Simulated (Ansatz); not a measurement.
Crystal: PtS2.

```
Pt S
1.0
     3.54320    0.00000    0.00000
    -1.77160    3.06850    0.00000
     0.00000    0.00000    5.03880
Pt S
1 2
Direct
  0.00000 0.00000 0.00000
  0.66667 0.33333 0.77300
  0.33333 0.66667 0.22700
```

| Property | Result |
| --- | --- |
| Program | Ansatz 0.2.0 |
| Task | relaxation of cell and atoms |
| Functional | revPBE |
| Dispersion | D3(BJ) |
| Potentials or basis | Ansatz PAW |
| Cutoff | 420 eV (not typed: the program's choice for these potentials) |
| k mesh | 9 × 9 × 5 |
| Occupations | fermi-dirac, width 0.05 eV |
| Spin | no spin polarisation |

At the start: volume 18.26 Å³/atom.

How do energy, volume and symmetry change on relaxing?

It ends after 8 steps and the volume is 16.42 Å³/atom (-10.1 %); space group P-3m1 (No. 164, to 0.05 Å).

The path:
```tsv
step	energy change (eV)	largest force (eV/Å)	volume (Å³)
1	0.0000	1.3851	54.78
2	-0.1772	0.1983	51.16
3	-0.2198	0.0955	50.44
4	-0.2256	0.0742	48.50
5	-0.2297	0.0055	49.46
6	-0.2299	0.0134	49.24
7	-0.2299	0.0001	49.27
8	-0.2289	0.0003	49.27
```

Final structure:
```yaml
crystal:
  lattice:
    - [3.57217, 0.00000, 0.00000]
    - [-1.78609, 3.09359, 0.00000]
    - [0.00000, 0.00000, 4.45841]
  atoms:
    - { symbol: Pt, position: [0.00000, 0.00000, 0.00000] }
    - { symbol: S, position: [0.66667, 0.33333, 0.73010] }
    - { symbol: S, position: [0.33333, 0.66667, 0.26990] }
```

Caveat: the plane-wave basis is chosen anew once the cell has moved, so the energies of steps on either side of that aren't comparable; the volume moved by -10 % from the deposited cell, more than functionals usually miss; the PAW data sets come from PBE, with cores solved anew for the run's functional, which leaves a small shift of forces and pressure.
